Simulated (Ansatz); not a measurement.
Input of an Ansatz 0.2.0 run:

File input.yaml:

```yaml
crystal:
  lattice:
    - [3.2274645616, 0.0, 0.0]
    - [-1.6137322808, 2.7950663001, 0.0]
    - [0.0, 0.0, 6.31247342]
  atoms:
    - { symbol: Mo, position: [0.0, 0.0, 0.5] }
    - { symbol: S, position: [0.6666666667, 0.3333333333, 0.74468068] }
    - { symbol: S, position: [0.3333333333, 0.6666666667, 0.25531932] }
hamiltonian:
  xc: pbe
  pseudopotentials: { kind: paw }
kpoints:
  mp_grid: { grid: [9, 9, 4] }
  band_path:
    path:
      - [[0.0, 0.0, 0.0], [0.5, 0.0, 0.0], [0.3333333333, 0.3333333333, 0.0], [0.0, 0.0, 0.0], [0.0, 0.0, 0.5], [0.5, 0.0, 0.5], [0.3333333333, 0.3333333333, 0.5], [0.0, 0.0, 0.5]]
      - [[0.5, 0.0, 0.5], [0.5, 0.0, 0.0]]
      - [[0.3333333333, 0.3333333333, 0.0], [0.3333333333, 0.3333333333, 0.5]]
    npoints: 14
scf:
  occupations: { method: fermi_dirac, width: 0.05 }
  n_extra_bands: 7
output:
  forces: true
  stress: true
  eigenvalues: true
  fatbands: true
  write_density: true
  write_potential: true
  elf: true
  volumetric_format: npy
```

Potentials or basis: Ansatz PAW.

Run with:

```console
$ ansatz run input.yaml --threads 2 --pin off --max-ram 5120MiB --backend cpu --events-out ev --progress --plain --runs-dir out
```

**Question.** What does it give for the band gap on the k mesh?

**Answer.** None (metal or under the smearing width).

**Question.** Predict the pressure.

**Answer.** 1.1 GPa.

Levels at the corners of the path, in eV from the Fermi level:
| point | band 10 | band 11 | band 12 | band 13 | band 14 | band 15 | band 16 | band 17 |
| --- | --- | --- | --- | --- | --- | --- | --- | --- |
| Γ | -1.83 | -1.05 | -0.95 | -0.95 | -0.32 | -0.32 | 3.19 | 3.19 |
| M | -4.09 | -3.18 | -1.77 | -1.71 | 0.94 | 1.71 | 3.62 | 3.82 |
| K | -3.86 | -3.86 | -3.43 | 0.63 | 0.82 | 0.82 | 2.88 | 2.88 |
| Γ | -1.83 | -1.05 | -0.95 | -0.95 | -0.32 | -0.32 | 3.19 | 3.19 |
| A | -3.57 | -0.95 | -0.95 | -0.39 | -0.39 | -0.07 | 3.35 | 3.35 |
| L | -4.14 | -2.40 | -2.09 | -1.62 | 0.94 | 1.72 | 3.30 | 4.58 |
| H | -3.80 | -3.80 | -3.77 | 0.37 | 0.37 | 0.64 | 3.61 | 3.61 |
| A | -3.57 | -0.95 | -0.95 | -0.39 | -0.39 | -0.07 | 3.35 | 3.35 |
| L | -4.14 | -2.40 | -2.09 | -1.62 | 0.94 | 1.72 | 3.30 | 4.58 |
| M | -4.09 | -3.18 | -1.77 | -1.71 | 0.94 | 1.71 | 3.62 | 3.82 |
| K | -3.86 | -3.86 | -3.43 | 0.63 | 0.82 | 0.82 | 2.88 | 2.88 |
| H | -3.80 | -3.80 | -3.77 | 0.37 | 0.37 | 0.64 | 3.61 | 3.61 |

Caveat: this functional lacks dispersion, which binds the layers, so the pressure and a relaxed spacing across them are unreliable.
